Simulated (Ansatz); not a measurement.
# Point defect: C on a Be site in Be$_{2}$C

Computed with DFT PBE, scalar-relativistic, plane waves, PAW in Ansatz. Settings: 420 eV cutoff, 2×2×2 k-mesh, shifted by half a step, Gaussian smearing of 0.01 eV, collinear spin in charge +1 alone.

Host crystal, relaxed:

```yaml
crystal:
  lattice:
    - [0.00000, 2.16420, 2.16420]
    - [2.16420, 0.00000, 2.16420]
    - [2.16420, 2.16420, 0.00000]
  atoms:
    - { symbol: Be, position: [0.75000, 0.75000, 0.75000] }
    - { symbol: Be, position: [0.25000, 0.25000, 0.25000] }
    - { symbol: C, position: [0.00000, 0.00000, 0.00000] }
```

Supercell of 48 atoms, rows in host cell vectors: -3 1 1; 1 1 -3; 1 -3 1. Atoms relax at the host's cell, keeping the symmetry that the supercell leaves at the site. The cell is small, so energies carry finite-size errors of tenths of an eV. The host's Kohn–Sham gap is 1.17 eV. Atoms are taken from and returned to the elements' standard states. Charged cells are corrected for image charges with the computed static dielectric tensor (mean 14.9) and aligned with the host's potential at far atoms (alignment terms reach 0.12 eV; the program doubts the alignment in some charges, where it is up to 0.12 eV). No band-filling term is added, and the Fermi level counts from the host's valence band top.

Defect: C on a Be site set at (0.750, 0.750, 0.750) of the host cell. Before relaxation its nearest neighbours are 4 C at 1.87 Å, 6 Be at 2.16 Å.

| charge | E_f at the valence band top (eV) | over the neutral state (eV) | moment (μB) | largest move (Å) | atoms near the site |
| --- | --- | --- | --- | --- | --- |
| +2 | 5.48 | -2.65 | 0.00 | 0.19 | 4 C at 1.68 Å |
| +1 | 6.61 | -1.51 | 0.50 | 0.17 | 4 C at 1.70 Å, 6 Be at 2.20 Å |
| 0 | 8.12 | 0.00 | 0.00 | 0.07 | 4 C at 1.95 Å, 6 Be at 2.17 Å |

Among the charges computed the stable one is +2 at the valence band top, changing to +1 at 1.14 eV. In charge +1 the cell has partly filled bands: a level of the defect may be part filled, the carrier may sit in the host's bands, or levels may cross between the k points, so transitions that involve it are doubtful. Fractional moments come from partly filled bands of the small cell.